Lead dioxide is written as Pb(IV), a lead ion that has given up both 6s and both 6p electrons to oxygen. Taken literally, that leaves a valence band made of oxygen orbitals alone and an empty band made of lead 6s. A plane-wave PBE calculation on rutile-type PbO2 tests the picture, because the states in any energy window can be counted and sorted by atomic orbital. Two windows, the lowest and the middle third of the valence band, are covered up below. The question is how many states they hold, which orbitals make them up, and how far the other windows fix the answer.

Rutile-type PbO2 (6-atom cell, atoms fixed), computed with Ansatz 0.2.0 in scalar-relativistic, non-spin-polarised plane-wave PAW DFT with the PBE functional, a 420 eV cutoff, a 6x6x8 k mesh and Gaussian smearing of 0.05 eV. Both window edges are measured from the Fermi level, states count both spins, and orbital shares come from Loewdin projections.

| bottom of the window, from the Fermi level (eV) | top of the window (eV) | states in the window (per cell) | share of the cell that they fill | share of O 2p | share of O 2s | share of Pb 6p | share of Pb 6s | share of Pb 5d |
| --- | --- | --- | --- | --- | --- | --- | --- | --- |
| -15.62 | -12.80 | 20.00 | 0.08 | 0.02 | 0.08 | 0.01 | 0.00 | 0.89 |
| -8.31 | 4.68 | 28.00 | 0.21 | 0.77 | 0.03 | 0.07 | 0.12 | 0.00 |
| -8.30 | -5.52 | ? | ? | ? | ? | ? | ? | ? |
| -5.52 | -2.76 | ? | ? | ? | ? | ? | ? | ? |
| -1.20 | 0.00 | 9.38 | 0.13 | 0.97 | 0.00 | 0.00 | 0.00 | 0.02 |
| -0.25 | 0.25 | 0.24 | 0.10 | 0.95 | 0.01 | 0.00 | 0.03 | 0.00 |
| 0.00 | 1.20 | 0.19 | 0.20 | 0.56 | 0.10 | 0.03 | 0.30 | 0.00 |

Each row is a window of energy measured from the Fermi level. The number of states, $n$, counts both spins per cell, so one full band contributes two. The share $s$ of an orbital is its part of the total projection of those states onto atomic orbitals, and in every known row the five shares add to one within 0.01. The share of the cell that the states fill measures how evenly their density is spread: small for compact states, large for diffuse ones. Windows overlap and differ in width, so rows are compared through states per eV or through the orbital content $C = n\,s$, the number of states' worth of an orbital in a window.

Electron counting fixes the frame. Each Pb brings fourteen valence electrons and each O six, which makes 52 in a cell of Pb2O4. The deepest window holds 20 states with a Pb 5d share of 0.89, which is the filled 5d shell of the two lead atoms, and the four O 2s bands take eight more electrons. That leaves 24 electrons for everything nearer the Fermi level.

The wide window holds 28 states, the number that twelve O 2p bands and two Pb 6s bands supply. With 24 filled, four states or two bands stay empty, as formal Pb(IV) requires, and a closed shell of this kind suits a calculation without spin polarisation. The top 1.2 eV of the filled part is almost pure O 2p, with a share of 0.97. The empty edge is no pure lead band, since O 2p outweighs Pb 6s there, and Pb 6p is nearly absent.

The few states around zero do not make this run a metal. On its k mesh the filled and empty bands are 0.10 eV apart, and the narrow window takes in both edges. PBE tends to make the gap of this oxide too small, and a finer mesh or a relaxed cell could change it. The two windows with a fraction of a state also rest on few mesh points, since one band at one point counts 0.007 states. The run itself gave no warning about this, but the data makers' tests on other systems give reason for caution about a coarse mesh in a window as narrow as the one around zero. The thin sampling matters for the forecast, because the empty edge samples only about 5% of the four empty states.

A mixed empty band implies a mixed filled partner, and two-level theory says how. Let a Pb 6s level lie an energy $\Delta$ below the combination of O 2p orbitals that points at it from the six neighbours, with coupling $V$. The two repel into a lower bonding and an upper antibonding state, and the 6s fraction of the lower one is

$$f = \tfrac12\left(1 + \frac{\Delta}{\sqrt{\Delta^2 + 4V^2}}\right).$$

The upper state carries the complement $1-f$. For 6s far above oxygen, $f$ tends to zero and the ionic picture holds; for 6s far below, $f$ tends to one, the 6s shell is in effect filled, and the empty band is oxygen-like.

Lead sits between these limits for a standard reason. Relativity contracts and lowers the 6s orbital of a heavy atom and brings it near the O 2p level, while 6p stays well above. The 6s pair should then mix strongly and push one bonding band per lead atom to the bottom of the valence band, four states in all. The 6p orbitals mix more weakly, lend a minority share to oxygen states in the middle and push them down less far. Oxygen orbitals with no lead partner of the right symmetry stay bunched at the top. This order is argued from theory, and the covered rows are its test.

The quantitative tool is a sum rule. The content of an orbital in the wide window, less its content in the top 1.2 eV and in the four empty states, must lie deeper. The empty states are given the shares seen at their edge, which is the weak step. The filled states below the top window number $24 - 9.38 = 14.62$.

The 6s share of the lowest window shows the method in full, using known rows only. If all the 6s left over sits in the four bonding states,

$$s_{6s} = \frac{0.12 \times 28 - 0.30 \times 4}{4} = \frac{3.36 - 1.20}{4} = 0.54 .$$

If the edge understates the 6s in the empty band and the orbital is split equally between bonding and antibonding states, the case $\Delta = 0$, then

$$s_{6s} = \frac{3.36}{4 + 4} = 0.42 .$$

The forecast is the midpoint, 0.48. Its bar of 0.07 joins the half-width of the bracket, 0.06, in quadrature with the rounding of the wide-window share, which is worth 0.035 on four states.

The middle window is less well pinned. Taking four states for the lowest window leaves 10.62, and spreading them flat from the bottom of the middle window up to the top window gives 6.8 for the middle. Its 6p share is taken to lie between 0.13, if the leftover 6p is spread evenly over all the deeper states, and 0.27, if the middle window takes all of it. The midpoint serves again.

The minor shares follow the same pattern. In the lowest window 6p is set midway between zero and the even spread, and O 2s midway between zero and the whole leftover; what remains of 6s and O 2s is spread over the other deep states. Pb 5d is set to zero within its bar. The table keeps at most the four largest shares of a window and writes 0.00 for the rest, so the 5d share of the wide window is really 0.014. O 2p is whatever closes the sum. The bars on both state counts, on 5d, and on 6s and O 2s in the middle window are judgement.

The share of the cell filled has no sum rule behind it. A straight line was fitted by least squares to the four known rows outside the 5d shell, against the combined Pb 6s and 6p share $x$, and gave $0.119 + 0.297\,x$ with residuals of up to 0.034. The idea is only that lead s and p orbitals are more diffuse than O 2p. Four points, one of which contains the other three, make a weak line, and the lowest window needs it well beyond the fitted range.

The forecasts are these, with the lowest window expected to have the largest 6s share of any row and the middle window the largest 6p share.

| | -8.30 to -5.52 eV | -5.52 to -2.76 eV |
|---|---|---|
| character | 6s–O 2p bonding | O 2p with 6p bonding |
| states in the window | 4.0 ± 0.6 | 6.8 ± 2.0 |
| share of Pb 6s | 0.48 ± 0.07 | 0.02 ± 0.03 |
| share of O 2p | 0.39 ± 0.12 | 0.75 ± 0.09 |
| share of Pb 6p | 0.06 ± 0.06 | 0.20 ± 0.08 |
| share of O 2s | 0.055 ± 0.065 | 0.02 ± 0.025 |
| share of Pb 5d | 0.00 ± 0.02 | 0.00 ± 0.02 |
| share of the cell filled | 0.28 ± 0.07 | 0.185 ± 0.04 |

Two simpler pictures give different numbers and can be judged by the same rows. A valence band with no structure below its top would put 5.7 states in each window. A pure pair of 6s and O 2p levels, read off the empty edge where 6s makes up 0.35 of the two together, would give the complement 0.65 in the lowest window.

The withheld rows as computed:

| bottom of the window, from the Fermi level (eV) | top of the window (eV) | states in the window (per cell) | share of the cell that they fill | share of O 2p | share of O 2s | share of Pb 6p | share of Pb 6s | share of Pb 5d |
| --- | --- | --- | --- | --- | --- | --- | --- | --- |
| -8.30 | -5.52 | 3.46 | 0.39 | 0.46 | 0.07 | 0.02 | 0.44 | 0.00 |
| -5.52 | -2.76 | 6.09 | 0.23 | 0.75 | 0.03 | 0.17 | 0.04 | 0.00 |

The order of the orbitals comes out as argued. The lowest window has the largest 6s share of all rows, 0.44, and the middle window the largest 6p share, 0.17. All ten orbital shares and both state counts fall inside their bars, while both values of the share of the cell filled fall above theirs. The 5d zeros are again dropped fifth shares, in fact 0.015 and 0.011, and these too lie within the bars. The hits deserve modest weight, because several bars were wide and the O 2p shares follow from closure.

The count in the lowest window, 3.46, is 0.54 below the forecast and close to the edge of its bar. A likely cause is the window edge, which has no reason to coincide with the top of the bonding bands. If those 0.54 states lie just above it with the same 6s share, they carry $0.54 \times 0.44 = 0.24$ states of 6s into the middle window, whose 6s content is $0.04 \times 6.09 = 0.24$. The agreement is only as sharp as a share rounded to two decimals, but it would account for the low count and for the middle 6s share, which came out above its forecast, with one cause.

The flat spread for the remaining states was too crude. The density of states climbs through the valence band: 1.24 per eV in the lowest window, 2.21 in the middle, 3.25 in the slice above it (by difference from the filled count) and 7.82 at the top. A flat spread borrows states from the denser slice and overfills the middle. The climb fits the mechanism, since strongly coupled orbitals form wide bands with few states per eV and uncoupled ones pile up in a narrow range.

The structureless band fails where the chemistry is strongest. It overshoots the lowest window by 2.3 states, against the shortfall of 0.54 from the band count. In the middle window it does better than the forecast, missing by 0.4 states where the forecast missed by 0.7. The model therefore earns its place through the two 6s bands, and its middle count was no more than a bracket.

The 6s balance is the central result. The two revealed windows hold 1.52 and 0.24 states of 6s, which leaves 1.59 of the wide-window content elsewhere. If all of that lies in the four empty states, their mean 6s share is about 0.4; this is an upper bound, as the slice above the middle window may hold some. If that slice holds little 6s, the 6s of the wide window is divided nearly equally between filled and empty bands.

In the two-level formula a near-equal division means that $|\Delta|$ is small beside $2|V|$, so 6s and its oxygen partner are close to resonance. The lowest window agrees, with 6s making up 0.49 of 6s and O 2p together. The pure pair read off the edge predicted 0.65 and fails, and the equal-split limit of 0.42 was nearer the computed share than the limit of 0.54. Both failures may share a source: unless the slice above the middle window holds much 6s, the edge is poorer in 6s than the empty band as a whole. Stray valence states are not the cause, because the gap on the mesh keeps them below zero. The coupling is a likelier one, since $V$ changes with the wave vector. For fixed levels the antibonding band lies lowest where $V$ is weakest, and if 6s sits a little below its oxygen partner, the upper state is richest in oxygen just there. This is expected from the formula and was not computed.

Formal Pb(IV) thus survives as a count of bands and fails as a description of orbitals. Two bands are empty, yet the revealed windows hold $(1.52 + 0.24)/2 = 0.88$ electrons of 6s character per lead atom. That figure hangs on how states are projected onto atomic orbitals and is no oxidation state. Calling the lower bands bonding and the upper ones antibonding is likewise argued from the two-level picture, whereas the table itself shows where the 6s lies.

The 6p share sits nearer the even-spread limit than the concentrated one, in a window that is three-quarters oxygen. The middle window holds 1.04 states of 6p and the lowest only 0.07, so the 6s and 6p character sits in different parts of the valence band. Somewhat less than one further state of 6p lies higher, in the slice above the middle window or in the empty bands, and the table does not say how much in each. The minority share is what weak mixing with a high-lying level gives, a small $f$ in the formula; spin-orbit coupling, which splits 6p, is left out of the calculation and could shift these shares.

The real misses are in the share of the cell filled. The lowest window fills 0.39, which is 1.7 bars above the forecast, and the middle 0.23, or 1.1 bars above. Wrong inputs are not the reason, because feeding the computed lead shares into the line lowers its value in both windows and widens the misses. The line itself fails. It may simply have the wrong shape, since dividing a density between two kinds of atom can even it out by more than a weighted average of the two would suggest.

Theory offers a second reason, one that orbital shares are blind to: the relative sign of the mixing. In a bonding combination the lead and oxygen parts add between the atoms and move density off the compact oxygen sites, while an antibonding one has a node there. The empty edge and the lowest window both mix 6s with O 2p, yet the first fills 0.20 of the cell and the second nearly twice as much. The line had been fitted to non-bonding states, antibonding states and an average over everything, with no purely bonding row. The comparison supports the argument only loosely, as one side of it is the thinly sampled edge, which also has a smaller 6s share.

A working rule follows for windows of this kind. Whole bands can be counted from electrons and symmetry, with allowance for window edges that cut through them, and orbital shares can be bracketed by sum rules. The shares at a band edge that holds a few per cent of the band should not be taken for those of the band. The question left open is where the remaining 1.59 states of 6s lie: all in an empty band that grows richer in lead above its edge, or partly in the valence slice between the middle and top windows.
